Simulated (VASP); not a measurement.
**Which native defect does ZrC form most easily?**

Which native defect is cheapest in ZrC, and how does that change with the growth condition? The start is a cell from a database of measured crystal structures.

Program: VASP 6.6.1. Level of theory: PBEsol; plane waves and PAW (Zr_sv, C), in the first sound run; inputs show where later runs differ. Results are calculated unless marked as measured.

The database entry behind the starting cell differs from later determinations by our own check (an axis about 0.7 % long against later determinations), so it need not match the best structure at ambient conditions.

### Step 1. The host crystal

It takes space group Fm-3m (No. 225, cubic). Conventional cell: a = 4.730 Å, b = 4.730 Å, c = 4.730 Å, α = 90.00°, β = 90.00°, γ = 90.00°. Nearest to Zr lie 6 C at 2.37 Å. C has 6 Zr at 2.37 Å nearest. Farther neighbours are not listed.

### Step 2. The host at zero pressure

The later steps need the crystal at this functional's own lattice; a raised cutoff keeps the stress reliable while the cell changes.

INCAR

```
SYSTEM = ZrC
PREC = Accurate
ENCUT = 520
EDIFF = 1E-06
NELM = 120
ISMEAR = 0
SIGMA = 0.05
LREAL = .FALSE.
ALGO = Normal
GGA = PS
NBANDS = 14
LASPH = .TRUE.
LORBIT = 11
LWAVE = .FALSE.
LCHARG = .FALSE.
KPAR = 8
IBRION = 2
NSW = 40
ISIF = 3
EDIFFG = -0.02
POTIM = 0.4
```

POSCAR

```
ZrC
1.0
    0.0000000000      2.3650000000      2.3650000000
    2.3650000000      0.0000000000      2.3650000000
    2.3650000000      2.3650000000      0.0000000000
Zr C
1 1
Direct
    0.5000000000      0.5000000000      0.5000000000
    0.0000000000      0.0000000000      0.0000000000
```

KPOINTS

```
Automatic mesh
0
Gamma
7 7 7
0 0 0
```

Potentials, in the order of the species: Zr_sv and C (PBE family, release 64).

Launch:

```bash
> mpirun -np 8 vasp_std
```

Log:

```text
[banner, memory and clock lines left out]
running    8 mpi-ranks, on    1 nodes
 distrk:  each k-point on    1 cores,    8 groups
 distr:  one band on    1 cores,    1 groups

 POSCAR found type information on POSCAR ZrC
 POSCAR found :  2 types and       2 ions
|                                                                             |
|           W    W    AA    RRRRR   N    N  II  N    N   GGGG   !!!           |
|           W    W   A  A   R    R  NN   N  II  NN   N  G    G  !!!           |
|           W    W  A    A  R    R  N N  N  II  N N  N  G       !!!           |
|           W WW W  AAAAAA  RRRRR   N  N N  II  N  N N  G  GGG   !            |
|           WW  WW  A    A  R   R   N   NN  II  N   NN  G    G                |
|           W    W  A    A  R    R  N    N  II  N    N   GGGG   !!!           |
|                                                                             |
|     For optimal performance we recommend to set                             |
|       NCORE = 2 up to number-of-cores-per-socket                            |
|     NCORE specifies how many cores store one orbital (NPAR=cpu/NCORE).      |
|     This setting can greatly improve the performance of VASP for DFT.       |
|     The default, NCORE=1 might be grossly inefficient on modern             |
|     multi-core architectures or massively parallel machines. Do your        |
|     Unfortunately you need to use the default for GW and RPA                |
|     calculations (for HF NCORE is supported but not extensively tested      |
|     yet).                                                                   |
|                                                                             |

|                                                                             |
|               ----> ADVICE to this user running VASP <----                  |
|                                                                             |
|     You enforced a specific xc type in the INCAR file but a different       |
|     [... a line on the potential file left out ...]
|     I HOPE YOU KNOW WHAT YOU ARE DOING!                                     |
|                                                                             |

 LDA part: xc-table for (Slater+PW92), standard interpolation
 POSCAR, INCAR and KPOINTS ok, starting setup
 FFT: planning ... GRIDC
 FFT: planning ... GRID_SOFT
 FFT: planning ... GRID
 WAVECAR not read
 entering main loop
       N       E                     dE             d eps       ncg     rms          rms(c)
DAV:   1     0.102563974536E+03    0.10256E+03   -0.88805E+03   560   0.116E+03
DAV:   2    -0.170104866253E+02   -0.11957E+03   -0.11022E+03   704   0.302E+02
DAV:   3    -0.236630914652E+02   -0.66526E+01   -0.66073E+01   906   0.604E+01
DAV:   4    -0.237982623608E+02   -0.13517E+00   -0.13516E+00   666   0.642E+00
DAV:   5    -0.238008706098E+02   -0.26082E-02   -0.26081E-02   778   0.650E-01    0.200E+01
DAV:   6    -0.207101129131E+02    0.30908E+01   -0.72987E+00   664   0.233E+01    0.737E+00
DAV:   7    -0.205703390963E+02    0.13977E+00   -0.49381E-01   646   0.589E+00    0.615E+00
DAV:   8    -0.205666762006E+02    0.36629E-02   -0.30452E-01   638   0.436E+00    0.395E+00
DAV:   9    -0.205423266196E+02    0.24350E-01   -0.72211E-02   608   0.196E+00    0.421E-01
DAV:  10    -0.205427341959E+02   -0.40758E-03   -0.19088E-03   784   0.450E-01    0.372E-01
DAV:  11    -0.205425026914E+02    0.23150E-03   -0.78393E-04   632   0.220E-01    0.472E-02
DAV:  12    -0.205424993674E+02    0.33240E-05   -0.16555E-05   676   0.289E-02    0.762E-03
DAV:  13    -0.205424990798E+02    0.28764E-06   -0.60958E-07   478   0.621E-03
   1 F= -.20542499E+02 E0= -.20542087E+02  d E =-.205425E+02
 curvature:   0.00 expect dE= 0.000E+00 dE for cont linesearch  0.000E+00
 trial: gam= 0.00000 g(F)=  0.235E-59 g(S)=  0.107E+00 ort = 0.000E+00 (trialstep = 0.100E+01)
 search vector abs. value=  0.107E+00
 bond charge predicted
       N       E                     dE             d eps       ncg     rms          rms(c)
DAV:   1    -0.211700010517E+02   -0.62750E+00   -0.20572E+01   608   0.462E+01    0.108E+01
DAV:   2    -0.206045952901E+02    0.56541E+00   -0.10565E+00   622   0.119E+01    0.303E+00
DAV:   3    -0.205080642684E+02    0.96531E-01   -0.61068E-01   824   0.576E+00    0.119E+00
DAV:   4    -0.205217430334E+02   -0.13679E-01   -0.12959E-02   788   0.838E-01    0.806E-01
DAV:   5    -0.205340266063E+02   -0.12284E-01   -0.26048E-02   882   0.803E-01    0.127E-01
DAV:   6    -0.205340330998E+02   -0.64935E-05   -0.14829E-04   572   0.900E-02    0.130E-01
DAV:   7    -0.205340196406E+02    0.13459E-04   -0.30942E-05   832   0.540E-02    0.993E-02
DAV:   8    -0.205341339153E+02   -0.11427E-03   -0.75070E-05   934   0.801E-02    0.436E-02
DAV:   9    -0.205341350413E+02   -0.11260E-05   -0.18841E-06   492   0.122E-02    0.306E-02
DAV:  10    -0.205341364170E+02   -0.13757E-05   -0.74599E-07   340   0.109E-02    0.741E-03
DAV:  11    -0.205341367019E+02   -0.28496E-06   -0.12755E-07   304   0.406E-03
   2 F= -.20534137E+02 E0= -.20533744E+02  d E =0.836238E-02
 trial-energy change:    0.008362  1 .order    0.011515   -0.107075    0.130105
 step:   0.4713(harm=  0.4515)  dis= 0.00000  next Energy=   -20.568063 (dE=-0.256E-01)
 bond charge predicted
       N       E                     dE             d eps       ncg     rms          rms(c)
DAV:   1    -0.207353578608E+02   -0.20122E+00   -0.56303E+00   614   0.248E+01    0.560E+00
DAV:   2    -0.205920018074E+02    0.14336E+00   -0.38916E-01   686   0.706E+00    0.162E+00
DAV:   3    -0.205615311909E+02    0.30471E-01   -0.13743E-01   834   0.274E+00    0.414E-01
DAV:   4    -0.205648891824E+02   -0.33580E-02   -0.66652E-03   912   0.588E-01    0.439E-01
DAV:   5    -0.205677976951E+02   -0.29085E-02   -0.16897E-03   922   0.259E-01    0.104E-01
DAV:   6    -0.205684326731E+02   -0.63498E-03   -0.13361E-03   906   0.225E-01    0.382E-02
DAV:   7    -0.205684444715E+02   -0.11798E-04   -0.21629E-05   596   0.501E-02    0.546E-03
DAV:   8    -0.205684442963E+02    0.17523E-06   -0.18773E-06   770   0.108E-02
   3 F= -.20568444E+02 E0= -.20568051E+02  d E =-.259452E-01
 curvature:  -0.23 expect dE=-0.134E-05 dE for cont linesearch -0.134E-05
 trial: gam=-0.00740 g(F)=  0.957E-61 g(S)=  0.595E-05 ort = 0.798E-03 (trialstep = 0.894E+00)
 search vector abs. value=  0.430E-09
 reached required accuracy - stopping structural energy minimisation
```

The job ended after 9.2 s (8 MPI ranks of AMD EPYC 7R43, shared host; peak memory 1.2 GiB; 68 s of CPU time).

Lines that name or quote the potential files are left out of all logs, and their timing lines are given in words.

From OUTCAR (step 2):

```text
ion  position               nearest neighbor table
   1  0.500  0.500  0.500-   2 2.37   2 2.37   2 2.37   2 2.37   2 2.37   2 2.37
   2  0.000  0.000  0.000-   1 2.37   1 2.37   1 2.37   1 2.37   1 2.37   1 2.37

  LATTYP: Found a face centered cubic cell.
 ALAT       =     4.7300000000

 Subroutine GETGRP returns: Found 48 space group operations
 (whereof 48 operations were pure point group operations)

The static configuration has the point symmetry O_h .

 Found     20 irreducible k-points:

   k-points           NKPTS =     20   k-points in BZ     NKDIM =     20   number of bands    NBANDS=     14

   dimension x,y,z NGX =    28 NGY =   28 NGZ =   28
   dimension x,y,z NGXF=    56 NGYF=   56 NGZF=   56

   ENCUT  =  520.0 eV  38.22 Ry    6.18 a.u.   6.22  6.22  6.22*2*pi/ulx,y,z

   NELECT =      16.0000    total number of electrons

 k-points in reciprocal lattice and weights: Automatic mesh
   0.00000000  0.00000000  0.00000000       0.003
   0.14285714  0.00000000  0.00000000       0.023
   0.28571429  0.00000000  0.00000000       0.023
   0.42857143  0.00000000  0.00000000       0.023
   0.14285714  0.14285714  0.00000000       0.017
   0.28571429  0.14285714  0.00000000       0.070
   0.42857143  0.14285714  0.00000000       0.070
  -0.42857143  0.14285714  0.00000000       0.070
  -0.28571429  0.14285714  0.00000000       0.070
[...]
-0.42857143  0.42857143  0.14285714       0.070
  -0.28571429  0.42857143  0.14285714       0.070

 average (electrostatic) potential at core
       1 -72.7354       2 -44.0326

 E-fermi :   9.6909

 k-point     1 :       0.0000    0.0000    0.0000
  band No.  band energies     occupation
      1     -38.1960      2.00000
      2     -15.9245      2.00000
      3     -15.9245      2.00000
      4     -15.9245      2.00000
      5      -1.6361      2.00000
      6      10.6676      0.00000
      7      10.6676      0.00000
      8      10.6676      0.00000
      9      10.7696      0.00000
     10      10.7696      0.00000
    ...

 k-point     2 :       0.1429    0.0000    0.0000
  band No.  band energies     occupation
    ...
      4     -15.9407      2.00000
      5      -1.1673      2.00000
      6       8.6368      2.00000
      7       9.0805      2.00000
      8       9.0805      2.00000
      9      11.4003      0.00000
     10      11.4003      0.00000
     11      11.8804      0.00000
     12      14.4977      0.00000
     13      14.4977      0.00000
    ...

 k-point     3 :       0.2857    0.0000    0.0000
  band No.  band energies     occupation
    ...
      4     -15.9768      2.00000
      5       0.0086      2.00000
      6       6.3827      2.00000
      7       7.5898      2.00000
      8       7.5898      2.00000
      9      12.6545      0.00000
     10      12.6545      0.00000
     11      12.7901      0.00000
     12      17.3497      0.00000
     13      17.3497      0.00000
    ...

  Total       -0.0101363     -0.0101363     -0.0101363     -0.0000000     -0.0000000      0.0000000
  in kB       -0.6372080     -0.6372080     -0.6372080     -0.0000000     -0.0000000      0.0000000
  external PRESSURE =      -0.6372080 kB  Pullay stress =       0.0000000 kB

  energy-cutoff  :      520.00
  volume of cell :       25.49
      direct lattice vectors                 reciprocal lattice vectors
     0.000000000  2.335746446  2.335746446    -0.214064331  0.214064331  0.214064331
     2.335746446  0.000000000  2.335746446     0.214064331 -0.214064331  0.214064331
     2.335746446  2.335746446  0.000000000     0.214064331  0.214064331 -0.214064331

 POSITION                                       TOTAL-FORCE (eV/Angst)
 -----------------------------------------------------------------------------------
      2.33575      2.33575      2.33575         0.000000      0.000000     -0.000000
      0.00000      0.00000      0.00000         0.000000     -0.000000      0.000000
 -----------------------------------------------------------------------------------
    total drift:                                0.000000      0.000000      0.000000

  FREE ENERGIE OF THE ION-ELECTRON SYSTEM (eV)
  ---------------------------------------------------
  free  energy   TOTEN  =       -20.5684442963 eV

  energy  without entropy=      -20.5676577603  energy(sigma->0) =      -20.56805103

 reached required accuracy - stopping structural energy minimisation

 total charge
# of ion       s       p       d       tot
------------------------------------------
    1        2.180   6.045   1.665   9.890
    2        0.882   1.472   0.000   2.353
--------------------------------------------------
tot          3.062   7.517   1.665  12.244

[... 3 further parts left out ...]
```

The k-mesh is coarse for a metal. The PAW data sets were made with PBE, which is usual practice but a small mismatch for other functionals. The run keeps the 48 symmetry operations of its start, so it cannot find a distortion of lower symmetry.

Step by step:

```tsv
step	energy less that of the first step (eV)	largest force (eV/Å)	pressure (GPa)	volume (Å³)
1	0.0000	0.0000	-8.24	26.46
2	0.0084	0.0000	10.84	24.43
3	-0.0259	0.0000	-0.06	25.49
```

```tsv
conventional cell, symmetrised	before	after	change
a (Å)	4.730	4.671	-1.2 %
b (Å)	4.730	4.671	-1.2 %
c (Å)	4.730	4.671	-1.2 %
volume (Å³/atom)	13.23	12.74	-3.7 %
```

Final coordinates:

```cif
data_structure
_symmetry_space_group_name_H-M 'P 1'
_symmetry_Int_Tables_number 1
_cell_length_a 3.3032
_cell_length_b 3.3032
_cell_length_c 3.3032
_cell_angle_alpha 60.000
_cell_angle_beta 60.000
_cell_angle_gamma 60.000
_cell_volume 25.49
loop_
_atom_site_label
_atom_site_type_symbol
_atom_site_fract_x
_atom_site_fract_y
_atom_site_fract_z
_atom_site_occupancy
Zr1 Zr 0.50000 0.50000 0.50000 1
C2 C 0.00000 0.00000 0.00000 1
```

This step gave:

```
electronic cycles                               : 32
electrons                                       : 16
free energy (TOTEN)                             : -20.57 eV
energy at zero smearing                         : -20.57 eV
Fermi energy                                    : 9.691 eV
labelled metallic, from the levels on this mesh : yes
```

The run ended after 3 ionic steps, 0.026 eV below its first step, once forces and stress met EDIFFG = -0.02.

[end of part 1 of 6]

[Lines on the potential files, build, host, timing and source positions are cut from VASP's logs without a mark.]

[Logs are printed without paths, hosts, clocks, repeated set-up lines and the standing remarks that a program may print on its own settings, such as how far it seeks lower states.]

[Hosts, paths, dates, database ids (printed as entryN), source tags and the programs' standing remarks are cut or masked in the printed files.]

[In band tables of VASP the shares of atoms and orbitals are scaled to a sum of 1 inside the atoms' spheres.]

[Runs that stopped without an error message from VASP are left out.]
